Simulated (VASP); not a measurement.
Set up this calculation in VASP 6.6.1, as the native input.

- Task: relaxation of cell and atoms
- Functional: PBEsol
- Potentials or basis: VASP PAW PBE potentials, release 64 (Hf_pv)
- Cutoff: 520 eV
- k mesh: 4 × 4 × 4
- Occupations: gaussian, width 0.1 eV
- Spin: no spin polarisation
- Target pressure: 50 GPa
- Further INCAR settings: ALGO = Normal; EDIFF = 1e-07; IBRION = 2; EDIFFG = -0.002; NSW = 80; ISIF = 3
- Target pressure: 50 GPa

The structure of Hf lies in POSCAR:

```
Hf                                      
1.0
   -1.5783666462      1.5783666462      1.5783666462
    1.5783666462     -1.5783666462      1.5783666462
    1.5783666462      1.5783666462     -1.5783666462
  Hf            
     1
Direct
     0.0000000000000000    0.0000000000000000    0.0000000000000000
```

This isn't the form of Hf at room conditions, which is hcp.

The input as run:

INCAR

```
PREC = Accurate
ENCUT = 520
EDIFF = 1E-7
ISMEAR = 0
SIGMA = 0.1
LREAL = False
LASPH = True
NELM = 100
ALGO = Normal
ISIF = 3
LWAVE = False
LCHARG = False
GGA = PS
IBRION = 2
NSW = 80
EDIFFG = -0.002
PSTRESS = 500.0
```

KPOINTS

```
Automatic mesh
0
Gamma
  4 4 4
```

Potentials or basis: VASP PAW PBE potentials, release 64 (Hf_pv).

Launch:

```sh
$ cat potpaw_PBE.64/Hf_pv/POTCAR > POTCAR
$ mpirun -np 1 vasp_std > vasp.out
```

Results of the run:

```yaml
Pressure_after_relaxing: 50.0 GPa
Band_gap_on_the_k_mesh: none (metal or under the smearing width)
```

Caveat: the k mesh is coarse (spacing up to 0.70 Å⁻¹), so the values aren't converged; the relaxation stopped at its first step, so nothing moved; the cell is relaxed towards a set pressure, so the enthalpy falls and the energy may rise; the PAW data sets were made with another functional, which shifts forces and pressure a little.

It took 2.7 s on 1 thread of AMD EPYC 7R13 Processor (Zen 3), with other jobs on the host, peak memory 0.09 GiB.
